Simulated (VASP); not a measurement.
# GaCo: formation energy of V on the Co site, part 5 of 5

Aim: the formation energy and local structure of V on the Co site in GaCo. The start is a cell from a database of measured crystal structures.

VASP 6.6.1, plane waves and PAW; the level of theory is named at each step.

So far. Step 7 (Reference Ga): The run ended after 5 ionic steps, 0.017 eV below its first step, once forces and stress met EDIFFG = -0.02. Step 7 (Reference Ga): Energy at zero smearing: -14.42397 eV.

## (8) Relaxing the defect

This step: LDA, spin-polarised from a ferromagnetic start; plane waves and PAW (Ga, V, Co) (VASP 6.6.1).

System of this step: VGa16Co15. The cell holds 32 atoms: 16 Ga, 1 V and 15 Co. Its edges and angles: a = 7.947 Å, b = 7.947 Å, c = 7.947 Å, α = 60.0°, β = 60.0°, γ = 60.0°. It derives from GaCo. Nearest the centre at fractional (0.000, 0.000, 0.000): V17 at 0.00 Å, Ga1 at 2.43 Å, Ga3 at 2.43 Å, Ga2 at 2.43 Å, Ga15 at 2.43 Å, Ga13 at 2.43 Å, Ga14 at 2.43 Å, Ga4 at 2.43 Å.

The host is treated as a metal, since its gap is under 0.3 eV or closed. The run keeps 2 symmetry operations, which cuts the number of k-points but bars distortions that break them. The atoms relax at the host's fixed cell.

File INCAR:

```
SYSTEM = VGa16Co15
PREC = Normal
ENCUT = 300
EDIFF = 1E-05
NELM = 120
ISMEAR = 1
SIGMA = 0.2
LREAL = Auto
ALGO = Fast
GGA = CA
NBANDS = 136
ISPIN = 2
MAGMOM = 0.6 0 0 0.6 0 0 0 0 0 0 0 0 0.6 0 0 0 2 2 2 2 2 2 2 2 2 2 2 2 2 2 2 2
LASPH = .TRUE.
LMAXMIX = 4
LORBIT = 11
LWAVE = .FALSE.
LCHARG = .TRUE.
KPAR = 4
IBRION = 2
NSW = 50
ISIF = 2
EDIFFG = -0.03
POTIM = 0.4
MAXMIX = 40
ISYM = 2
```

File POSCAR:

```
VGa16Co15
1.0
    0.0000000000      5.6194279094      5.6194279094
    5.6194279094      0.0000000000      5.6194279094
    5.6194279094      5.6194279094      0.0000000000
Ga V Co
16 1 15
Direct
    0.1250000000      0.1250000000      0.1250000000
    0.6250000000      0.1250000000      0.1250000000
    0.1250000000      0.6250000000      0.1250000000
    0.1250000000      0.1250000000      0.6250000000
    0.3750000000      0.3750000000      0.3750000000
    0.6250000000      0.6250000000      0.1250000000
    0.6250000000      0.1250000000      0.6250000000
    0.8750000000      0.3750000000      0.3750000000
    0.1250000000      0.6250000000      0.6250000000
    0.3750000000      0.8750000000      0.3750000000
    0.3750000000      0.3750000000      0.8750000000
    0.6250000000      0.6250000000      0.6250000000
    0.8750000000      0.8750000000      0.3750000000
    0.8750000000      0.3750000000      0.8750000000
    0.3750000000      0.8750000000      0.8750000000
    0.8750000000      0.8750000000      0.8750000000
    0.0000000000      0.0000000000      0.0000000000
    0.5000000000      0.0000000000      0.0000000000
    0.0000000000      0.5000000000      0.0000000000
    0.0000000000      0.0000000000      0.5000000000
    0.2500000000      0.2500000000      0.2500000000
    0.5000000000      0.5000000000      0.0000000000
    0.5000000000      0.0000000000      0.5000000000
    0.7500000000      0.2500000000      0.2500000000
    0.0000000000      0.5000000000      0.5000000000
    0.2500000000      0.7500000000      0.2500000000
    0.2500000000      0.2500000000      0.7500000000
    0.5000000000      0.5000000000      0.5000000000
    0.7500000000      0.7500000000      0.2500000000
    0.7500000000      0.2500000000      0.7500000000
    0.2500000000      0.7500000000      0.7500000000
    0.7500000000      0.7500000000      0.7500000000
```

File KPOINTS:

```
Automatic mesh
0
Gamma
4 4 4
0 0 0
```

Potentials, in the order of the species: Ga, V and Co (LDA family, release 64).

The run is started by

```sh
mpirun -np 4 vasp_std
```

What it wrote:

```text
[banner, memory and clock lines left out]
running    4 mpi-ranks, on    1 nodes
 distrk:  each k-point on    1 cores,    4 groups
 distr:  one band on    1 cores,    1 groups

 POSCAR found type information on POSCAR GaV Co
 POSCAR found :  3 types and      32 ions
 LDA part: xc-table for (Slater(with rela. corr.)+CA(PZ))
 , standard interpolation
 POSCAR, INCAR and KPOINTS ok, starting setup
 FFT: planning ... GRIDC
 FFT: planning ... GRID_SOFT
 FFT: planning ... GRID
 WAVECAR not read
 entering main loop
       N       E                     dE             d eps       ncg     rms          rms(c)
DAV:   1     0.114830460150E+04    0.11483E+04   -0.50815E+04 13344   0.102E+03
DAV:   2    -0.871636540335E+02   -0.12355E+04   -0.11634E+04 13056   0.295E+02
DAV:   3    -0.208587168171E+03   -0.12142E+03   -0.10687E+03 13648   0.111E+02
DAV:   4    -0.214423621483E+03   -0.58365E+01   -0.56103E+01 17128   0.261E+01
DAV:   5    -0.214634279407E+03   -0.21066E+00   -0.20983E+00 17824   0.572E+00    0.493E+01
RMM:   6    -0.237816683580E+03   -0.23182E+02   -0.26052E+02 13062   0.703E+01    0.525E+01
RMM:   7    -0.210686571676E+03    0.27130E+02   -0.87080E+01 13059   0.442E+01    0.312E+01
RMM:   8    -0.205475782899E+03    0.52108E+01   -0.65566E+00 13321   0.119E+01    0.202E+01
RMM:   9    -0.208203510425E+03   -0.27277E+01   -0.69205E+00 13278   0.107E+01    0.293E+01
RMM:  10    -0.202868141208E+03    0.53354E+01   -0.47217E+00 13211   0.105E+01    0.110E+01
RMM:  11    -0.202467336282E+03    0.40080E+00   -0.16501E+00 13256   0.530E+00    0.828E+00
RMM:  12    -0.201984251285E+03    0.48308E+00   -0.49443E-01 13372   0.341E+00    0.374E+00
RMM:  13    -0.202074301772E+03   -0.90050E-01   -0.25448E-01 13461   0.179E+00    0.501E+00
RMM:  14    -0.201913205086E+03    0.16110E+00   -0.21964E-01 13973   0.194E+00    0.198E+00
RMM:  15    -0.201906320320E+03    0.68848E-02   -0.49447E-02 15583   0.663E-01    0.105E+00
RMM:  16    -0.201916605420E+03   -0.10285E-01   -0.26330E-02 13569   0.656E-01    0.165E+00
RMM:  17    -0.201904807356E+03    0.11798E-01   -0.10162E-02 13584   0.453E-01    0.623E-01
RMM:  18    -0.201905087910E+03   -0.28055E-03   -0.30686E-03 14625   0.206E-01    0.547E-01
RMM:  19    -0.201906486709E+03   -0.13988E-02   -0.13186E-03 16897   0.101E-01    0.546E-01
RMM:  20    -0.201904648046E+03    0.18387E-02   -0.14317E-03 13499   0.144E-01    0.611E-01
RMM:  21    -0.201899894505E+03    0.47535E-02   -0.33292E-03 14748   0.190E-01    0.287E-01
RMM:  22    -0.201899264917E+03    0.62959E-03   -0.14611E-03 15089   0.112E-01    0.163E-01
RMM:  23    -0.201899734084E+03   -0.46917E-03   -0.80414E-04 13278   0.113E-01    0.278E-01
RMM:  24    -0.201899239570E+03    0.49451E-03   -0.40748E-04 13084   0.943E-02    0.590E-02
RMM:  25    -0.201899229738E+03    0.98327E-05   -0.92601E-05 12982   0.308E-02
   1 F= -.20189923E+03 E0= -.20188659E+03  d E =-.201899E+03  mag=    -0.0027
 curvature:   0.00 expect dE= 0.000E+00 dE for cont linesearch  0.000E+00
 trial: gam= 0.00000 g(F)=  0.146E+00 g(S)=  0.000E+00 ort = 0.000E+00 (trialstep = 0.100E+01)
 search vector abs. value=  0.146E+00
 bond charge predicted
       N       E                     dE             d eps       ncg     rms          rms(c)
DAV:   1    -0.202048320098E+03   -0.14908E+00   -0.28338E+00 15312   0.435E+00    0.300E+00
RMM:   2    -0.202017147998E+03    0.31172E-01   -0.16097E-01 13475   0.159E+00    0.192E+00
RMM:   3    -0.201999979019E+03    0.17169E-01   -0.32440E-02 16059   0.565E-01    0.529E-01
RMM:   4    -0.201999039620E+03    0.93940E-03   -0.42374E-03 14907   0.250E-01    0.351E-01
RMM:   5    -0.201999100640E+03   -0.61019E-04   -0.14522E-03 14101   0.146E-01    0.337E-01
RMM:   6    -0.201998691945E+03    0.40869E-03   -0.62793E-04 13504   0.109E-01    0.221E-01
RMM:   7    -0.201998511628E+03    0.18032E-03   -0.32539E-04 14654   0.599E-02    0.806E-02
RMM:   8    -0.201998466809E+03    0.44818E-04   -0.11015E-04 13332   0.379E-02    0.348E-02
RMM:   9    -0.201998465545E+03    0.12644E-05   -0.28286E-05  9402   0.208E-02
   2 F= -.20199847E+03 E0= -.20198370E+03  d E =-.992358E-01  mag=    -0.0038
[...]
3 F= -.20201436E+03 E0= -.20199821E+03  d E =-.115130E+00  mag=     0.0007
[...]
4 F= -.20201446E+03 E0= -.20199842E+03  d E =-.115228E+00  mag=    -0.0003
[...]
5 F= -.20201796E+03 E0= -.20200177E+03  d E =-.350664E-02  mag=     0.0035
[...]
6 F= -.20201908E+03 E0= -.20200278E+03  d E =-.461897E-02  mag=     0.0005
[...]
7 F= -.20201917E+03 E0= -.20200284E+03  d E =-.471228E-02  mag=     0.0001
 curvature:  -1.12 expect dE=-0.645E-03 dE for cont linesearch -0.877E-08
 trial: gam= 0.15040 g(F)=  0.576E-03 g(S)=  0.000E+00 ort =-0.572E-05 (trialstep = 0.134E+01)
 search vector abs. value=  0.669E-03
 bond charge predicted
       N       E                     dE             d eps       ncg     rms          rms(c)
DAV:   1    -0.202019858800E+03   -0.69689E-03   -0.13901E-01 13528   0.852E-01    0.162E-01
RMM:   2    -0.202019819589E+03    0.39211E-04   -0.14087E-03 13671   0.197E-01    0.572E-02
RMM:   3    -0.202019894453E+03   -0.74863E-04   -0.71662E-04 14702   0.825E-02    0.434E-02
RMM:   4    -0.202019893677E+03    0.77568E-06   -0.12337E-04 12380   0.392E-02    0.325E-02
RMM:   5    -0.202019883028E+03    0.10649E-04   -0.19916E-05  8689   0.184E-02    0.285E-02
RMM:   6    -0.202019880140E+03    0.28873E-05   -0.11446E-05  8100   0.133E-02
   8 F= -.20201988E+03 E0= -.20200323E+03  d E =-.710094E-03  mag=    -0.0004
 trial-energy change:   -0.000710  1 .order   -0.000612   -0.000769   -0.000456
 step:   1.8735(harm=  3.2852)  dis= 0.00337  next Energy=  -202.019978 (dE=-0.808E-03)
 reached required accuracy - stopping structural energy minimisation
```

Wall time 12 min (4 MPI ranks of Intel Xeon 6975P-C (Granite Rapids), shared host); peak memory 2.8 GiB.

Parts of OUTCAR (step 8):

```text
   k-points           NKPTS =     24   k-points in BZ     NKDIM =     24   number of bands    NBANDS=    136

   NELECT =     188.0000    total number of electrons

 E-fermi :   8.3860

 spin component 1
 k-point     1 :       0.0000    0.0000    0.0000
  band No.  band energies     occupation
    ...
     92       8.1601      1.03388
     93       8.1768      1.02929
     94       8.2970      0.83856
     95       8.2970      0.83856
     96       8.2970      0.83854
     97       8.3937      0.46775
     98       8.3937      0.46774
     99       8.5930     -0.02837
    100       9.1792     -0.00000
    101       9.1792     -0.00000
    ...

 k-point     2 :       0.2500    0.0000    0.0000
  band No.  band energies     occupation
    ...
     92       8.0905      1.02863
     93       8.2676      0.91652
     94       8.3044      0.81555
     95       8.3044      0.81554
     96       8.3146      0.78214
     97       8.4478      0.25199
     98       8.4478      0.25198
     99       8.6336     -0.03543
    100       9.0833     -0.00000
    101       9.0833     -0.00000
    ...

  Total        6.8430758      6.8430758      6.8430907     -0.0088737     -0.0088752     -0.0088752
  in kB       30.8926828     30.8926828     30.8927499     -0.0400598     -0.0400665     -0.0400664
  external PRESSURE =      30.8927051 kB  Pullay stress =       0.0000000 kB

 POSITION                                       TOTAL-FORCE (eV/Angst)
 -----------------------------------------------------------------------------------
      1.43051      1.43051      1.43051         0.003419      0.003419      0.003441
      1.43052      4.18891      4.18891         0.003465     -0.003403     -0.003460
      4.18891      1.43052      4.18891        -0.003403      0.003465     -0.003460
      4.18891      4.18891      1.43052        -0.003422     -0.003422      0.003510
      4.21934      4.21934      4.21934        -0.005456     -0.005456     -0.005514
      4.21933      4.21933      7.01952        -0.005378     -0.005378      0.005374
      4.21933      7.01953      4.21933        -0.005388      0.005331     -0.005423
      4.21933      7.01952      7.01952        -0.005366      0.005466      0.005496
      7.01953      4.21933      4.21933         0.005331     -0.005388     -0.005423
      7.01952      4.21933      7.01952         0.005466     -0.005366      0.005496
      7.01952      7.01952      4.21933         0.005451      0.005451     -0.005405
      7.01952      7.01952      7.01952         0.005378      0.005378      0.005430
      7.04995      7.04995      9.80833         0.003276      0.003276     -0.003406
      7.04995      9.80833      7.04995         0.003274     -0.003367      0.003322
      9.80833      7.04995      7.04995        -0.003367      0.003274      0.003322
      9.80833      9.80833      9.80833        -0.003296     -0.003296     -0.003331
      5.61943      5.61943     11.23885        -0.000002     -0.000002      0.000031
     11.23885      8.42914      8.42914         0.000050     -0.000013      0.000011
      8.42914     11.23885      8.42914        -0.000013      0.000050      0.000011
      8.42914      8.42914     11.23885         0.000005      0.000005      0.000047
      2.80971      2.80971      2.80971         0.000020      0.000020      0.000023
      8.42914      8.42914      5.61943        -0.000006     -0.000006     -0.000060
      8.42914      5.61943      8.42914         0.000016     -0.000056     -0.000002
      2.81653      5.61944      5.61944        -0.025784     -0.000061     -0.000049
[...]
-----------------------------------------------------------------------------------
    total drift:                                0.000009      0.000009      0.000006

  FREE ENERGIE OF THE ION-ELECTRON SYSTEM (eV)
  ---------------------------------------------------
  free  energy   TOTEN  =      -202.0198801405 eV

  energy  without entropy=     -201.9699392228  energy(sigma->0) =     -202.00323317

 magnetization (x)
# of ion       s       p       d       tot
------------------------------------------
    1        0.000   0.000   0.000   0.000
    2        0.000   0.000   0.000   0.000
    3        0.000   0.000   0.000   0.000
    4        0.000   0.000   0.000   0.000
    5        0.000   0.000   0.000   0.000
    6        0.000   0.000   0.000   0.000
    7        0.000   0.000   0.000   0.000
    8        0.000   0.000   0.000   0.000
    9        0.000   0.000   0.000   0.000
   10        0.000   0.000   0.000   0.000
   11        0.000   0.000   0.000   0.000
   12        0.000   0.000   0.000   0.000
   13        0.000   0.000   0.000   0.000
   14        0.000   0.000   0.000   0.000
   15        0.000   0.000   0.000   0.000
   16        0.000   0.000   0.000   0.000
   17        0.000   0.000   0.000   0.000
   18        0.000   0.000  -0.000  -0.000
   19        0.000   0.000  -0.000  -0.000
   20        0.000   0.000  -0.000  -0.000
   21       -0.000   0.000  -0.000  -0.000
   22        0.000   0.000  -0.000  -0.000
   23        0.000   0.000  -0.000  -0.000
[...]
--------------------------------------------------
tot          0.000   0.000  -0.000  -0.000

[... 7 parts as in an earlier step ...]

[... 15 further parts left out ...]
```

The data sets Ga and V keep the semicore shell frozen, which is cheaper and a little less accurate. The run keeps the 2 symmetry operations of its start, so it cannot find a distortion of lower symmetry.

Relaxation path:

```tsv
step	energy less that of the first step (eV)	largest force (eV/Å)
1	0.0000	0.6588
2	-0.0992	0.2574
3	-0.1151	0.1021
4	-0.1152	0.0992
5	-0.1187	0.0531
6	-0.1198	0.0409
7	-0.1199	0.0377
8	-0.1207	0.0258
```

The atoms that moved most (Å):

```tsv
atom	dx	dy	dz	length
Ga13	0.026	0.026	-0.026	0.044
Ga14	0.026	-0.026	0.026	0.044
Ga15	-0.026	0.026	0.026	0.044
Ga16	-0.026	-0.026	-0.026	0.044
Ga2	0.026	-0.026	-0.026	0.044
Ga3	-0.026	0.026	-0.026	0.044
Ga4	-0.026	-0.026	0.026	0.044
Ga1	0.026	0.026	0.026	0.044
```

The relaxed structure:

```cif
data_structure
_symmetry_space_group_name_H-M 'P 1'
_symmetry_Int_Tables_number 1
_cell_length_a 7.9471
_cell_length_b 7.9471
_cell_length_c 7.9471
_cell_angle_alpha 60.000
_cell_angle_beta 60.000
_cell_angle_gamma 60.000
_cell_volume 354.90
loop_
_atom_site_label
_atom_site_type_symbol
_atom_site_fract_x
_atom_site_fract_y
_atom_site_fract_z
_atom_site_occupancy
Ga1 Ga 0.12728 0.12728 0.12728 1
Ga2 Ga 0.61815 0.12728 0.12728 1
Ga3 Ga 0.12728 0.61815 0.12728 1
Ga4 Ga 0.12728 0.12728 0.61815 1
Ga5 Ga 0.37542 0.37542 0.37542 1
Ga6 Ga 0.62458 0.62458 0.12627 1
Ga7 Ga 0.62458 0.12627 0.62458 1
Ga8 Ga 0.87373 0.37542 0.37542 1
Ga9 Ga 0.12627 0.62458 0.62458 1
Ga10 Ga 0.37542 0.87373 0.37542 1
Ga11 Ga 0.37542 0.37542 0.87373 1
Ga12 Ga 0.62458 0.62458 0.62458 1
Ga13 Ga 0.87272 0.87272 0.38185 1
Ga14 Ga 0.87272 0.38185 0.87272 1
Ga15 Ga 0.38185 0.87272 0.87272 1
Ga16 Ga 0.87272 0.87272 0.87272 1
V17 V 0.00000 0.00000 0.00000 1
Co18 Co 0.50000 0.00000 0.00000 1
Co19 Co 0.00000 0.50000 0.00000 1
Co20 Co 0.00000 0.00000 0.50000 1
Co21 Co 0.25000 0.25000 0.25000 1
Co22 Co 0.50000 0.50000 0.00000 1
Co23 Co 0.50000 0.00000 0.50000 1
Co24 Co 0.74940 0.25061 0.25061 1
Co25 Co 0.00000 0.50000 0.50000 1
Co26 Co 0.25061 0.74940 0.25061 1
Co27 Co 0.25061 0.25061 0.74940 1
Co28 Co 0.50000 0.50000 0.50000 1
Co29 Co 0.74939 0.74939 0.25060 1
Co30 Co 0.74939 0.25060 0.74939 1
Co31 Co 0.25060 0.74939 0.74939 1
Co32 Co 0.75000 0.75000 0.75000 1
```

This step gave:

```
electronic cycles       : 61
electrons               : 188
free energy (TOTEN)     : -202.0199 eV
energy at zero smearing : -202.0032 eV
Fermi energy            : 8.386 eV
```

The spin moment in the PAW sphere vanishes on all atoms.

Valence density in the ac plane at fractional y = 0.000, through the centre, with atoms of V and Co within 0.45 Å of it. It is the smooth field of the valence electrons, not physical close to the nuclei.

Ten steps, logarithmic in the rise over the least value, from '0' (0.2 e/Å³) to '9' (8.3 e/Å³), each cell a mean:
```
6641000015898620000035
4531000002577521000013
2220011100134310011100
0000001110001110001100
0000000000000000000100
0011000000000000000000
0001100001000010000010
1001100012210011001122
4210000135642100001356
8520000147885200001478
9841000037998410000379
9862000015898620000158
7752100012577521000025
3431001101134310001001
0111000110001100001100
0000000010000000001100
0000000000000000000100
0011000001000011000000
0011100112210011100011
3101100135642100100234
5310000147885200000256
6530000037998410000246
```
Columns run along a (7.9 Å), rows up along c (7.9 Å). Atoms in or near the plane, at fractional coordinates: V at (0.00, 0.00), Co at (0.50, 0.00), Co at (0.00, 0.50), Co at (0.50, 0.50).

The run ended after 8 ionic steps, 0.121 eV below its first step, once the forces on the free atoms met EDIFFG = -0.03.

The 8 first neighbours (Ga) lie 2.43 Å from the site in the perfect crystal and 2.48 Å on average from the atom on it after the relaxation (+1.8 %).

## (9) Putting the energies together

This step: point defect, LDA; plane waves and PAW (VASP 6.6.1).

This step runs nothing: it gathers the runs above.

This step gave:

* formation energy of the neutral defect: 1.387 eV
* host formation enthalpy: -0.4268 eV/atom

Formation energy:

```tsv
formation energy (eV)	largest move (Å)
1.387	0.04446
```

The formation energy is the energy of the relaxed defect cell less that of the perfect cell, with each removed atom booked to its reference and each added atom taken from it.

References, in eV an atom: V -9.956 (crystal Im-3m), Co -8.139 (crystal P6_3/mmc) and Ga -3.606 (crystal Cmce). They were run at the supercell's cutoff and functional, without U, and count both elements from their own phases.

## (10) Summary of results

```
formation energy at charge 0 : 1.387 eV
host formation enthalpy      : -0.427 eV/atom
```

What this shows: V on the Co site costs 1.39 eV, with every exchanged atom at the energy of its element. The 8 first neighbours (Ga) lie 2.43 Å from the site in the perfect crystal and 2.48 Å on average from the atom on it after the relaxation (+1.8 %). With metallic smearing the value can move by tenths of an eV with the k mesh. The supercell of 32 atoms is small, so interactions between images remain.

[Lines on the potential files, build, host, timing and source positions are cut from VASP's logs without a mark.]

[Logs are printed without paths, hosts, clocks, repeated set-up lines and the standing remarks that a program may print on its own settings, such as how far it seeks lower states.]

[Hosts, paths, dates, database ids (printed as entryN), source tags and the programs' standing remarks are cut or masked in the printed files.]

[In band tables of VASP the shares of atoms and orbitals are scaled to a sum of 1 inside the atoms' spheres.]

[Runs that stopped without an error message from VASP are left out.]
